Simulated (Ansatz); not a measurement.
## CaO in the rocksalt structure

**What was measured.** A printed reference work, textbook reports, for a bulk crystal of CaO: lattice constant a 4.8105 Å.

Level of theory: DFT, PBE, scalar-relativistic, no spin polarisation; plane waves to 420 eV with PAW datasets (Ansatz 0.2.0), Γ-centred 12×12×12 mesh, 0.05 eV Gaussian smearing; PAW files: Ansatz's generated set soft_2.

```yaml
crystal:
  lattice:
    - [0.00000, 2.41542, 2.41542]
    - [2.41542, 0.00000, 2.41542]
    - [2.41542, 2.41542, 0.00000]
  atoms:
    - { symbol: Ca, position: [0.50000, 0.50000, 0.50000] }
    - { symbol: O, position: [0.00000, 0.00000, 0.00000] }
```

The compound is reported in the structure type of the start.

The cell above was scaled in volume, its shape and atoms being fixed by the lattice's symmetry. Energies are counted from the cell above.

Cell and atoms are those of this level's equilibrium.

```json
{"V (Å³/atom)": "13.317", "ΔE (meV/atom)": "15.50", "P from the stress (GPa)": "6.74"}
{"V (Å³/atom)": "13.529", "ΔE (meV/atom)": "7.98", "P from the stress (GPa)": "4.70"}
{"V (Å³/atom)": "13.810", "ΔE (meV/atom)": "1.95", "P from the stress (GPa)": "2.22"}
{"V (Å³/atom)": "14.092", "ΔE (meV/atom)": "0.00", "P from the stress (GPa)": "0.00"}
{"V (Å³/atom)": "14.374", "ΔE (meV/atom)": "1.80", "P from the stress (GPa)": "-2.00"}
{"V (Å³/atom)": "14.656", "ΔE (meV/atom)": "6.93", "P from the stress (GPa)": "-3.80"}
{"V (Å³/atom)": "15.079", "ΔE (meV/atom)": "20.15", "P from the stress (GPa)": "-6.16"}
{"V (Å³/atom)": "15.501", "ΔE (meV/atom)": "39.12", "P from the stress (GPa)": "-8.17"}
```

Do the energies and the pressures agree? Compare −ΔE/ΔV between neighbouring points (1 meV/Å³ = 0.1602 GPa) with the mean of their pressures.

```tsv
interval (Å³/atom)	−ΔE/ΔV (GPa)	mean P (GPa)
13.32 to 13.53	5.7	5.7
13.53 to 13.81	3.4	3.5
13.81 to 14.09	1.1	1.1
14.09 to 14.37	-1.0	-1.0
14.37 to 14.66	-2.9	-2.9
14.66 to 15.08	-5.0	-5.0
15.08 to 15.50	-7.2	-7.2
```
They differ by 0.04 GPa at most.

What do the two routes give for V0, B0 and B0′?

A third-order Birch–Murnaghan fit of the energies: V0 = 14.09 Å³/atom, B0 = 105 GPa, B0′ = 4.3. A polynomial of P in ln V, with B = −dP/d ln V at P = 0: V0 = 14.09 Å³/atom, B0 = 105 GPa, B0′ = 4.4.

B0·V0 = 105.3 GPa × 14.09 Å³ = 9.27 eV/atom sets the scale: near the minimum ΔE ≈ ½ B0 V0 x², with x = V/V0 − 1, and a pressure of 1.1 GPa squeezes the volume by about 1 %. At the ends of the curve: x = −5.5 % predicts 14.0 meV/atom and the run gives 15.5; x = +10.0 % predicts 46.3 meV/atom and the run gives 39.1. The lopsidedness is anharmonic: atoms resist being pushed together more than being pulled apart.

**Against experiment.** A measured lattice constant a of CaO is 4.8105 Å (a printed reference work, textbook); the calculated 4.831 Å misses it by +0.4 %. The calculation is for a static lattice, without zero-point motion or thermal expansion.

